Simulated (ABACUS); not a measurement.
# SiC (Moissanite 3C) (F-43m) in ABACUS: reference runs

Reference runs on SiC (Moissanite 3C): the cell as given and a disturbed copy.

Program: ABACUS 3.10.1. These are calculated values, not measurements. Logs are shortened: lines on timing, memory, paths and dates and some standing lists are left out, and cuts for length are marked.

**The experiment to reproduce.**

“Insight into the structural, elastic and electronic properties of a new orthorhombic 6O-SiC polytype”, 2020, pmc:7200658 quotes, for a bulk crystal of SiC: band gap 2.4 eV (indirect).

How close the calculation comes is told below.

### 1 Starting point

It takes space group F-43m (No. 216, cubic). Conventional cell: a = 4.358 Å, b = 4.358 Å, c = 4.358 Å, α = 90.00°, β = 90.00°, γ = 90.00°. Si (site symmetry -43m) has 4 C at 1.89 Å as nearest neighbours. Around C (site symmetry -43m) lie 4 Si at 1.89 Å.

### 2 Single point, PBE

The input, INPUT:

```
INPUT_PARAMETERS
suffix              SiC
calculation         scf
basis_type          pw
pseudo_dir          ./
symmetry            1
dft_functional      pbe
ecutwfc             82
pseudo_rcut         10
nspin               1
nbands              8
ks_solver           dav
smearing_method     fd
smearing_sigma      0.00367493
scf_thr             1e-08
scf_nmax            100
mixing_type         broyden
mixing_beta         0.7
cal_force           1
cal_stress          1
kpar                4
```

The input, STRU:

```
ATOMIC_SPECIES
Si 28.0850 Si.upf
C 12.0110 C.upf

LATTICE_CONSTANT
1.8897261246

LATTICE_VECTORS
0.0000000000 2.1790000000 2.1790000000
2.1790000000 0.0000000000 2.1790000000
2.1790000000 2.1790000000 0.0000000000

ATOMIC_POSITIONS
Direct

Si
0.0
1
0.0000000000 0.0000000000 0.0000000000 1 1 1

C
0.0
1
0.7500000000 0.7500000000 0.7500000000 1 1 1
```

The input, KPT:

```
K_POINTS
0
Gamma
10 10 10 0 0 0
```

Potentials or basis: PseudoDojo NC SR 0.4.1 PBE standard, plane waves.

The run is started by

```sh
$ OMP_NUM_THREADS=1 mpirun -np 4 abacus > log
```

running log:

```text
ABACUS v3.10.1

               Atomic-orbital Based Ab-initio Computation at UStc

 ------------------------------------------------------------------------------------

 READING GENERAL INFORMATION
                           global_out_dir = OUT.SiC/
                           global_in_card = INPUT
                               pseudo_dir = ./
                              orbital_dir =
                                    DSIZE = 4
                                    GSIZE = 1

 READING UNITCELL INFORMATION
                                    ntype = 2
                  lattice constant (Bohr) = 1.88973
              lattice constant (Angstrom) = 1

 READING ATOM TYPE 1
                               atom label = Si
                      L=0, number of zeta = 1
                      L=1, number of zeta = 1
                      L=2, number of zeta = 1
             number of atom for this type = 1

 READING ATOM TYPE 2
                               atom label = C
                      L=0, number of zeta = 1
                      L=1, number of zeta = 1
                      L=2, number of zeta = 1
             number of atom for this type = 1

                        TOTAL ATOM NUMBER = 2
DIRECT COORDINATES
    atom                   x                   y                   z     mag                  vx                  vy                  vz
taud_Si1            0.0000000000        0.0000000000        0.0000000000  0.0000        0.0000000000        0.0000000000        0.0000000000
taud_C1            0.7500000000        0.7500000000        0.7500000000  0.0000        0.0000000000        0.0000000000        0.0000000000

                          Volume (Bohr^3) = 139.636
                             Volume (A^3) = 20.6919

 Lattice vectors: (Cartesian coordinate: in unit of a_0)
                   +0              +2.179              +2.179
               +2.179                  +0              +2.179
               +2.179              +2.179                  +0
 Reciprocal vectors: (Cartesian coordinate: in unit of 2 pi/a_0)
            -0.229463           +0.229463           +0.229463
            +0.229463           -0.229463           +0.229463
            +0.229463           +0.229463           -0.229463
 The esolver type has been set to : ksdft_pw

                PAO radial cut off (Bohr) = 10

 Read in pseudopotential file is Si.upf
                     pseudopotential type = NC
          exchange-correlation functional = PBE
                 nonlocal core correction = 1
                        valence electrons = 4
                                     lmax = 2
                           number of zeta = 2
                     number of projectors = 6
                           L of projector = 0
                           L of projector = 0
                           L of projector = 1
                           L of projector = 1
                           L of projector = 2
                           L of projector = 2
                PAO radial cut off (Bohr) = 10

 Read in pseudopotential file is C.upf
                     pseudopotential type = NC
          exchange-correlation functional = PBE
                 nonlocal core correction = 1
                        valence electrons = 4
                                     lmax = 1
                           number of zeta = 2
                     number of projectors = 4
                           L of projector = 0
                           L of projector = 0
                           L of projector = 1
                           L of projector = 1
     initial pseudo atomic orbital number = 8

 SETUP THE ELECTRONS NUMBER
            electron number of element Si = 4
      total electron number of element Si = 4
             electron number of element C = 4
       total electron number of element C = 4
            AUTOSET number of electrons:  = 8
                           occupied bands = 4
                                   NBANDS = 8
                                   NLOCAL = 18

 SETUP THE PLANE WAVE BASIS
 energy cutoff for charge/potential (unit:Ry) = 328
            fft grid for charge/potential = [ 36, 36, 36 ]
                        fft grid division = [ 1, 1, 1 ]
        big fft grid for charge/potential = [ 36, 36, 36 ]
                                     nbxx = 46656
                                     nrxx = 46656

 SETUP PLANE WAVES FOR CHARGE/POTENTIAL
                    number of plane waves = 14067
                         number of sticks = 769

 PARALLEL PW FOR CHARGE/POTENTIAL
     PROC   COLUMNS(POT)             PW
        1            769          14067
 --------------- sum -------------------
        1            769          14067
                            number of |g| = 190
                                  max |g| = 29.6438
                                  min |g| = 0

[... 45 lines left out ...]
                                       C6 = 0
                                       S1 = 6
                                       S3 = 0
                                       S4 = 6
                                       S6 = 0
               POINT GROUP IN SPACE GROUP = T_d

 SETUP K-POINTS
                                    nspin = 1
                   Input type of k points = Monkhorst-Pack(Gamma)
                                   nkstot = 1000
                       right hand lattice = 1
(for reciprocal lattice: )
                             BRAVAIS TYPE = 2
                     BRAVAIS LATTICE NAME = 02. Cubic I (body-centered)
                                    ibrav = 2
                       right hand lattice = 1
(for k-lattice: )
                             BRAVAIS TYPE = 2
                     BRAVAIS LATTICE NAME = 02. Cubic I (body-centered)
                                    ibrav = 2
                       right hand lattice = 1
                        ROTATION MATRICES = 48
                               nkstot_ibz = 47
K-POINTS REDUCTION ACCORDING TO SYMMETRY
     IBZ    DIRECT_X    DIRECT_Y    DIRECT_Z  WEIGHT  ibz2bz
       1  0.00000000  0.00000000  0.00000000  0.0010       0
       2  0.10000000  0.10000000  0.10000000  0.0080       1
       3  0.20000000  0.20000000  0.20000000  0.0080       2
       4  0.30000000  0.30000000  0.30000000  0.0080       3
       5  0.40000000  0.40000000  0.40000000  0.0080       4
       6  0.50000000  0.50000000  0.50000000  0.0040       5
[... 22 lines left out ...]
      29  0.50000000  0.50000000  0.10000000  0.0240      45
      30 -0.20000000  0.40000000  0.40000000  0.0120      46
[... 17 further k points ...]

                               nkstot now = 47
[... K-POINTS DIRECT COORDINATES: 47 rows ...]

           k-point number in this process = 12
       minimum distributed K point number = 11
[... stars of the k points ...]

[... K-POINTS CARTESIAN COORDINATES: 12 rows ...]

[... K-POINTS DIRECT COORDINATES: 12 rows ...]

 SETUP PLANE WAVES FOR WAVE FUNCTIONS
     energy cutoff for wavefunc (unit:Ry) = 82
              fft grid for wave functions = [ 36, 36, 36 ]
                    number of plane waves = 2109
                         number of sticks = 211

 PARALLEL PW FOR WAVE FUNCTIONS
     PROC   COLUMNS(POT)             PW
        1            211           2109
 --------------- sum -------------------
        1            211           2109

 SETUP NONLOCAL PSEUDOPOTENTIALS IN PLANE WAVE BASIS
 Si non-local projectors:
 projector 1 L=0
 projector 2 L=0
 projector 3 L=1
 projector 4 L=1
 projector 5 L=2
 projector 6 L=2
 C non-local projectors:
 projector 1 L=0
 projector 2 L=0
 projector 3 L=1
 projector 4 L=1
      TOTAL NUMBER OF NONLOCAL PROJECTORS = 26

 Init Non-Local PseudoPotential table :
 Init Non-Local-Pseudopotential done.

                                     npwx = 1807

 Make real space PAO into reciprocal space.
       max mesh points in Pseudopotential = 1001
     dq(describe PAO in reciprocal space) = 0.01
                                    max q = 1091

 number of pseudo atomic orbitals for Si is 2
WARNING: norm of atomic wavefunction # 2 of atomic type Si is 0.999847, renormalized

 number of pseudo atomic orbitals for C is 2
WARNING: norm of atomic wavefunction # 2 of atomic type C is 0.999989, renormalized

 -------------------------------------------
 SELF-CONSISTENT
 -------------------------------------------
                                 init_chg = atomic

 PW ALGORITHM --------------- ION=   1  ELEC=   1--------------------------------

 Density error is 0.435140151466
                          Error Threshold = 0.01
----------------------------------------------------------
     Energy           Rydberg                 eV
----------------------------------------------------------
 E_KohnSham     -20.4046594109       -277.6196337381
 E_Harris       -19.3358176621       -263.0772956938
 E_Fermi        0.7019929316         9.5511038261
----------------------------------------------------------
[... 75 lines left out ...]
 Density error is 8.68081828448e-11
                          Error Threshold = 2.00821996558e-10
----------------------------------------------------------
     Energy           Rydberg                 eV
----------------------------------------------------------
 E_KohnSham     -20.5400783990       -279.4621035926
 E_KS(sigma->0) -20.5400783984       -279.4621035846
 E_Harris       -20.5400919979       -279.4622886156
 E_band         2.1153236378         28.7804545882
 E_one_elec     5.6153371159         76.4005809672
 E_Hartree      2.3337559854         31.7523791427
 E_xc           -7.5579497295        -102.8311815193
 E_Ewald        -20.9312217695       -284.7838821670
 E_entropy(-TS) -0.0000000012        -0.0000000162
 E_descf        0.0000000000         0.0000000000
 E_exx          0.0000000000         0.0000000000
 E_Fermi        0.7493407795         10.1953043447
----------------------------------------------------------

 charge density convergence is achieved
 final etot is -279.46210359 eV
 EFERMI = 10.195304345 eV

 STATE ENERGY(eV) AND OCCUPATIONS    NSPIN == 1
 1/12 kpoint (Cartesian) = 0.0000 0.0000 0.0000 (1807 pws)
       1       -5.91392     0.00200000
       2        9.49453     0.00200000
       3        9.49453     0.00200000
       4        9.49453     0.00200000
       5        15.7192    2.09637e-51
       6        16.8071    7.44634e-61
       7        16.8071    7.44634e-61
       8        16.8071    7.44634e-61
[... 41 lines left out ...]
 6/12 kpoint (Cartesian) = 0.11473 0.11473 0.11473 (1772 pws)
       1       -2.34805     0.00800000
       2       0.952818     0.00800000
       3        8.44014     0.00800000
       4        8.44014     0.00800000
       5        14.9262    6.46652e-44
       6        16.7305    1.37691e-59
       7        16.7305    1.37691e-59
       8        19.5486    4.58301e-84

[... levels at 6 further k points ...]

------------------------------------------------------------------------------------------
 TOTAL-FORCE (eV/Angstrom)
------------------------------------------------------------------------------------------
                       Si1         0.0000000000         0.0000000000         0.0000000000
                        C1         0.0000000000         0.0000000000         0.0000000000
------------------------------------------------------------------------------------------

----------------------------------------------------------------
 TOTAL-STRESS (KBAR)
----------------------------------------------------------------
        32.1443067941         0.0000000000        -0.0000000000
         0.0000000000        32.1443067941        -0.0000000000
         0.0000000000        -0.0000000000        32.1443067941
----------------------------------------------------------------
 TOTAL-PRESSURE: 32.144307 KBAR

 --------------------------------------------
 !FINAL_ETOT_IS -279.4621035926465424 eV
 --------------------------------------------
```

Run time: 2.9 s. Hardware: 4 MPI ranks of Intel Xeon 6975P-C (Granite Rapids), shared host; peak memory 0.28 GiB.

What came out:

* Free energy: -279.4621 eV
* Pressure: 3.2 GPa
* Band gap on the k mesh: 1.36 eV, indirect (least direct gap 4.55 eV)

### 3 Single point, PBE (atoms moved at random, drawn with an rms of 0.05 Å)

INPUT is that of step 2.

Changes to STRU since step 2:

```diff
@@ -18,3 +18,3 @@
 1
-0.0000000000 0.0000000000 0.0000000000 1 1 1
+0.0229970000 -0.0244710000 -0.0028050000 1 1 1
 
@@ -23,2 +23,2 @@
 1
-0.7500000000 0.7500000000 0.7500000000 1 1 1
+0.7830530000 0.7450000000 0.7419040000 1 1 1
```

KPT is that of step 2.

Potentials or basis: PseudoDojo NC SR 0.4.1 PBE standard, plane waves.

The run is started by

```sh
$ OMP_NUM_THREADS=1 mpirun -np 4 abacus > log
```

Run time: 23 s. Hardware: 4 MPI ranks of Intel Xeon 6975P-C (Granite Rapids), shared host; peak memory 0.4 GiB.

The run converged. Its results:

```yaml
Free_energy: -279.4104 eV
Pressure: 3.9 GPa
Largest_force: 1.461 eV/Å
Band_gap_on_the_k_mesh: 1.04 eV, indirect (least direct gap 4.39 eV)
```

Forces on the atoms (eV/Å):
```
Si   0.650  0.342  1.263
C   -0.650 -0.342 -1.263
```

Stress tensor (GPa, compression positive):
```
4.00 4.36 1.30
4.36 4.16 2.27
1.30 2.27 3.40
```

Levels at points of the mesh, in eV from the valence-band top:
| k point | band 1 | band 2 | band 3 | band 4 | band 5 |
| --- | --- | --- | --- | --- | --- |
| (0.00, 0.00, 0.00) | -15.72 | -0.68 | -0.26 | 0.00 | 5.89 |
| (0.50, 0.00, 0.00) | -12.19 | -8.76 | -1.66 | -1.14 | 5.10 |
| (0.00, 0.50, 0.00) | -12.23 | -8.68 | -1.65 | -1.24 | 5.11 |
| (0.50, 0.50, 0.00) | -10.71 | -8.10 | -3.66 | -3.35 | 1.05 |
| (0.00, 0.00, 0.50) | -12.14 | -8.89 | -1.60 | -1.07 | 5.09 |
| (0.50, 0.00, 0.50) | -10.71 | -8.12 | -3.50 | -3.47 | 1.04 |
| (0.00, 0.50, 0.50) | -10.71 | -8.12 | -3.56 | -3.41 | 1.04 |
| (0.50, 0.50, 0.50) | -12.06 | -9.06 | -1.40 | -1.12 | 5.11 |

### 4 Comparison with measurements

Step 2. Measured gap of SiC: 2.4 eV (indirect; quoted in “Insight into the structural, elastic and electronic properties of a new orthorhombic 6O-SiC polytype”, 2020, pmc:7200658). This calculation gives 1.36 eV (-1.04 eV). The value is that of PBE on a finite k mesh, which can miss the band edges, without temperature or zero-point motion. Semilocal functionals fall short of measured gaps as a rule.
